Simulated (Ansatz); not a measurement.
Consider NaF in the rock salt structure (space group Fm-3m, No. 225).

```cif
data_FNa
_chemical_formula_sum 'Na1 F1'
_space_group_name_H-M_alt 'P 1'
_space_group_IT_number 1
_cell_length_a 3.32423
_cell_length_b 3.32423
_cell_length_c 3.32423
_cell_angle_alpha 60.000
_cell_angle_beta 60.000
_cell_angle_gamma 60.000
loop_
_space_group_symop_operation_xyz
  'x, y, z'
loop_
_atom_site_label
_atom_site_type_symbol
_atom_site_fract_x
_atom_site_fract_y
_atom_site_fract_z
_atom_site_occupancy
Na1 Na 0.00000 0.00000 0.00000 1
F1 F 0.50000 0.50000 0.50000 1
```

Level of theory: PBE (Ansatz, a first-principles code, PAW, no spin-orbit coupling).

| level | band gap | lattice parameter a |
|---|---|---|
| PBE | 6.09 eV | 4.701 Å |

Measured: band gap 11.7 eV (temperature not stated; as listed in David Koller, Peter Blaha, Fabien Tran, Journal of Physics Condensed Matter (2013)); lattice parameter a 4.582 Å (static lattice; corrected from measurement; as listed in Daniel Mejia-Rodriguez, S. B. Trickey, Phys. Rev. B (2018)).

Computed minus measured — band gap: PBE -5.61 eV; lattice parameter a: PBE +2.6 %. Measured values not marked as corrected hold thermal and zero-point effects that the static-lattice runs lack. A measured gap can be an optical one, lowered by exciton binding.

Whether these cells are dynamically stable was not tested.
